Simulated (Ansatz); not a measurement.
## CoSi2: band structure with r2SCAN+U

Crystal: CoSi2.

```
Co Si
1.0
     0.00000    2.67800    2.67800
     2.67800    0.00000    2.67800
     2.67800    2.67800    0.00000
Co Si
1 2
Direct
  0.00000 0.00000 0.00000
  0.75000 0.75000 0.75000
  0.25000 0.25000 0.25000
```

```yaml
Program: Ansatz 0.2.0
Task: band structure
Functional: r2SCAN
Potentials_or_basis: Ansatz PAW
Cutoff: "500 eV (not typed: the program's choice for these potentials)"
k_mesh: 9 × 9 × 9
Occupations: fermi-dirac, width 0.05 eV
Spin: collinear spin, ferromagnetic start
Starting_moments: "[2.0, 0.0, 0.0] μB"
Hubbard_terms: Co d U = 3 eV
Path: "[[\"G\", \"X\", \"W\", \"K\", \"G\", \"L\", \"U\", \"W\", \"L\", \"K\"], [\"U\", \"X\"]]"
Points_for_each_segment_of_the_path: 14
Hubbard_projectors: ortho-atomic (the default)
Double_counting: fll (the default)
```

- Pressure: -5.4 GPa
- Band gap on the k mesh: none (metal or under the smearing width)
- Net moment: 0.00 μB per cell
- Absolute moment: 0.00 μB per cell

Levels at the corners of the path, in eV from the Fermi level:
Spin up:
```tsv
point	band 9	band 10	band 11	band 12	band 13	band 14	band 15	band 16	band 17	band 18
Γ	-2.56	-2.56	1.29	3.74	3.74	3.74	3.74	3.74	3.74	6.20
X	-3.80	-2.37	-2.08	-2.08	-1.93	1.90	3.25	9.00	10.39	10.39
W	-2.42	-2.42	-2.07	-2.03	-1.12	4.03	4.03	6.36	7.16	10.28
K	-3.69	-2.38	-1.86	-1.65	-1.41	2.27	5.44	6.26	8.33	10.60
Γ	-2.56	-2.56	1.29	3.74	3.74	3.74	3.74	3.74	3.74	6.20
L	-2.28	-2.06	-2.06	-0.44	-0.44	3.20	3.68	3.68	4.95	11.03
U	-3.69	-2.38	-1.86	-1.65	-1.41	2.27	5.44	6.26	8.33	10.60
W	-2.42	-2.42	-2.07	-2.03	-1.12	4.03	4.03	6.36	7.16	10.28
L	-2.28	-2.06	-2.06	-0.44	-0.44	3.20	3.68	3.68	4.95	11.03
K	-3.69	-2.38	-1.86	-1.65	-1.41	2.27	5.44	6.26	8.33	10.60
U	-3.69	-2.38	-1.86	-1.65	-1.41	2.27	5.44	6.26	8.33	10.60
X	-3.80	-2.37	-2.08	-2.08	-1.93	1.90	3.25	9.00	10.39	10.39
```
Spin down:
```csv
point,band 11,band 12,band 13,band 14,band 15,band 16
Γ,1.29,3.74,3.74,3.74,3.74,3.74
X,-2.08,-2.08,-1.93,1.90,3.25,9.00
W,-2.07,-2.03,-1.12,4.03,4.03,6.36
K,-1.86,-1.65,-1.41,2.27,5.44,6.26
Γ,1.29,3.74,3.74,3.74,3.74,3.74
L,-2.06,-0.44,-0.44,3.20,3.68,3.68
U,-1.86,-1.65,-1.41,2.27,5.44,6.26
W,-2.07,-2.03,-1.12,4.03,4.03,6.36
L,-2.06,-0.44,-0.44,3.20,3.68,3.68
K,-1.86,-1.65,-1.41,2.27,5.44,6.26
U,-1.86,-1.65,-1.41,2.27,5.44,6.26
X,-2.08,-2.08,-1.93,1.90,3.25,9.00
```

Eigenvalues of the final occupation matrices:
| site | spin | trace | eigenvalues |
| --- | --- | --- | --- |
| site 1 | 1 | 4.10 | 0.77 0.77 0.77 0.90 0.90 |
| site 1 | 2 | 4.10 | 0.77 0.77 0.77 0.90 0.90 |

Wall time 61 s on 2 threads of Arm Neoverse V2, with other jobs on the host, peak memory 1.1 GiB.

Caveat: the magnetic or orbital state may not be the lowest; the starting moments collapsed, and a magnetic state may lie lower; the PAW data sets come from PBE, with cores solved anew for the run's functional, which leaves a small shift of forces and pressure; the U is typed as a test and isn't derived for this compound; the starting moments weren't kept. The state reached can hang on the start; a lower one may exist.
